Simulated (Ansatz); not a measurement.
## Ti$_{2}$C (R-3m), a film clamped to a substrate

The calculation used DFT PBEsol, scalar-relativistic, plane waves, PAW in Ansatz 0.2.0. Settings: plane waves to 420 eV, k-mesh 18×18×18 (Γ-centred), Gaussian smearing 0.15 eV. No spin polarisation. Energies are free energies at this smearing, counted from the undisturbed cell; pressure is positive in compression.

The starting cell (relaxed at this level; it needn't be the usual structure):

```
CELL_PARAMETERS angstrom
1.52640 0.88127 4.77274
-1.52640 0.88127 4.77274
0.00000 -1.76254 4.77274
ATOMIC_POSITIONS crystal
Ti 0.24582 0.24582 0.24582
Ti 0.75418 0.75418 0.75418
C 0.50000 0.50000 0.50000
```

The cell (3 atoms, V0 = 38.52 Å³) is strained by p along both x and y and by q along z, fractional coordinates fixed. τp = (1/V0) ∂E/∂p = (σxx + σyy)(1 + p)(1 + q) and τq = (1/V0) ∂E/∂q = σzz(1 + p)², with tension positive.

```
     p q  ΔE (meV/atom)  τp (GPa)  τq (GPa)
 0.000   0.000           0.00     -0.04     -0.04
-0.040   0.000          66.57    -43.39    -11.28
 0.040   0.000          55.46     33.10      8.61
 0.000  -0.040          22.28    -10.81    -14.23
 0.000   0.040          19.65      8.99     11.95
```

**Question.** Get the second derivatives of the energy density.

**Answer.** Central differences give A = ∂τp/∂p = 956 GPa (C11 + C22 + 2 C12), C = ∂τq/∂q = 327 GPa (C33) and the cross term B = ∂τq/∂p = 249 GPa (C13 + C23); ∂τp/∂q = 247 GPa must equal B, and any difference shows higher-order terms. Steps this large leave an error of some per cent of A or C in all of these, which can swamp a small B. The ions are clamped.

**Question.** A film of this crystal grows with z along the normal on a substrate that imposes p. How does its thickness respond, and what does the misfit cost?

**Answer.** Count p and q from the stress-free cell. A free surface needs τq = 0, so q = −(B/C) p = -0.76 p. The energy density left is (A − B²/C) p²/2 = M p², with the biaxial modulus M = 384 GPa; a misfit of 1 % costs 3.07 meV/atom, against 3.83 meV/atom if the thickness were held.

Forces appear on the atoms along this scan, and letting them relax would lower the energy and soften the response. In a metal these slopes depend on the k mesh and the smearing.

The film resists misfit strongly, and letting its thickness adjust recovers only a modest part of the cost, 3.07 against 3.83 meV/atom at 1 % misfit. The large gap between A (956 GPa) and C (327 GPa) is not a sign of weak interlayer bonding: A counts two strained axes and their coupling, and an isotropic solid with the same B and C would have an A only slightly lower. This near-isotropy fits the structure, a rocksalt-like carbide in which every second carbon layer is empty. Ti 3d–C 2p bonds inclined to the layers carry load both in the plane and along the normal, and metallic Ti–Ti bonding probably holds the crystal together across the empty layers, unlike a van der Waals gap. The inclined bonds also help explain the sizeable Poisson contraction. Compression costs more than equal extension along both strain paths, as expected from steepening short-range repulsion. Because C11 and C12 enter only as a sum, the response to a misfit that differs between x and y remains undetermined.
